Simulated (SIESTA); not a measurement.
Al:

```
Al
1.0
     0.00000    2.02481    2.02481
     2.02481    0.00000    2.02481
     2.02481    2.02481    0.00000
Al
1
Direct
  0.00000 0.00000 0.00000
```

Base run:

```yaml
Program: SIESTA 5.4.2
Functional: PBE
Potentials_or_basis: PseudoDojo 0.4 standard (PBE files)
Basis: DZ (energy shift 0.002 Ry; radii capped at 9.5 bohr)
Grid_cutoff: 500 Ry
Energy_shift: 0.002 Ry
k_mesh: 11 × 11 × 11
Occupations: fermi-dirac, width 0.05 eV
Spin: no spin polarisation
```

Its results: band gap on the k mesh none (metal or under the smearing width); pressure 4.6 GPa.

Q: After a change of settings the same cell gave: band gap on the k mesh none (metal or under the smearing width); pressure -0.3 GPa. Which change was it?
A. basis from DZ (energy shift 0.002 Ry; radii capped at 9.5 bohr) to SZ (energy shift 0.01 Ry); energy shift from 0.002 Ry to 0.01 Ry
B. functional from PBE to VV10; basis from DZ (energy shift 0.002 Ry; radii capped at 9.5 bohr) to SZ (energy shift 0.002 Ry; radii capped at 9.5 bohr)
C. basis from DZ (energy shift 0.002 Ry; radii capped at 9.5 bohr) to SZ (energy shift 0.002 Ry; radii capped at 9.5 bohr)
D. basis from DZ (energy shift 0.002 Ry; radii capped at 9.5 bohr) to DZP (energy shift 0.002 Ry; radii capped at 9.5 bohr)

A: D.

Caveats: the basis of atomic orbitals isn't converged, which shifts pressures, moduli and gaps; the basis has no polarisation orbitals (some runs).

Not every run made on this cell is shown here.
